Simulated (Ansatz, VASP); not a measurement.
This is a calculation of FeO (Wuestite) for Ansatz 0.2.0.

The input input.yaml:

```yaml
crystal:
  lattice:
    - [0.0, 2.1554, 2.1554]
    - [2.1554, 0.0, 2.1554]
    - [2.1554, 2.1554, 0.0]
  atoms:
    - { symbol: Fe, position: [0.0, 0.0, 0.0], spin: 3.0 }
    - { symbol: O, position: [0.5, 0.5, 0.5] }
hamiltonian:
  xc: pbesol
  pseudopotentials: { kind: paw }
magnetization:
  spin_polarized: true
kpoints:
  mp_grid: { grid: [11, 11, 11] }
scf:
  occupations: { method: fermi_dirac, width: 0.05 }
output:
  forces: true
  stress: true
relax:
  f_tol: 0.01
  max_steps: 40
  cell: { stress_tol: 0.05 }
```

Potentials or basis: Ansatz PAW.

Command:

```sh
$ ansatz run input.yaml --threads 2 --pin off --max-ram 5632MiB --backend cpu --events-out ev --progress --plain --runs-dir out
```

Task: Translate it to VASP 6.6.1. Potentials there: VASP PAW PBE potentials, release 64 (Fe, O).

Result: As run (the cutoff follows the program's own potentials):

The input INCAR:

```
SYSTEM = FeO
PREC     = Accurate       ! precision mode
ENCUT    = 600            ! plane-wave cutoff, eV
EDIFF    = 1E-6           ! SCF threshold, eV
ISMEAR   = -1             ! smearing method
SIGMA    = 0.05           ! smearing width, eV
LREAL    = .FALSE.        ! projectors in reciprocal space
LASPH    = .TRUE.         ! aspherical terms in the spheres
NELM     = 150            ! most SCF steps
ALGO     = Normal         ! electronic algorithm
ISIF     = 3              ! what is computed and relaxed
LWAVE    = .FALSE.        ! write WAVECAR
LCHARG   = .FALSE.        ! write CHGCAR
ISPIN    = 2              ! spin polarisation
MAGMOM   = 3 0            ! initial moments
LORBIT   = 11             ! projections on sites
LMAXMIX  = 4              ! l up to which the mixer works
GGA      = PS             ! functional
IBRION   = 2              ! ionic algorithm
NSW      = 60             ! ionic steps
EDIFFG   = -0.01          ! ionic threshold
```

KPOINTS

```
Automatic mesh
0
G
  11 11 11
  0 0 0
```

The input POSCAR:

```
FeO
1.0
    0.0000000000      2.1554000000      2.1554000000
    2.1554000000      0.0000000000      2.1554000000
    2.1554000000      2.1554000000      0.0000000000
Fe O
1 1
Direct
    0.0000000000      0.0000000000      0.0000000000
    0.5000000000      0.5000000000      0.5000000000
```

Potentials or basis: VASP PAW PBE potentials, release 64 (Fe, O).

Launch:

```bash
$ cat potpaw_PBE.64/Fe/POTCAR potpaw_PBE.64/O/POTCAR > POTCAR
$ mpirun -np 1 vasp_std > vasp.out
```

Both were run:

|  | VASP | Ansatz | Ansatz less VASP |
| --- | --- | --- | --- |
| net moment per atom (μB) | 2.00 | 2.00 | 0.000 |
| size of the moment on the site where the two differ most (μB) | 3.60 | 3.42 | -0.184 |
| relaxed volume (Å³/atom) | 9.58 | 9.57 | -0.012 |
| relaxed cell length with the largest relative difference (Å) | 3.004 | 3.002 | -0.0013 |
| energy change over the relaxation (meV/atom) | -12 | -12 | -0.5 |

Site moments also hang on the region over which each program counts them. The two sets of potentials don't hold the same shells in valence.

Caveats: a cell with one magnetic atom can't hold antiferromagnetic order, which such compounds often take; the PAW data sets were made with another functional, which shifts forces and pressure a little (VASP); the plane-wave basis is chosen anew once the cell has moved, so the energies of steps on either side of that aren't comparable (Ansatz); the pressure holds a Pulay correction of +0.7 GPa for the finite cutoff (Ansatz); the PAW data sets come from PBE, with cores solved anew for the run's functional, which leaves a small shift of forces and pressure (Ansatz).
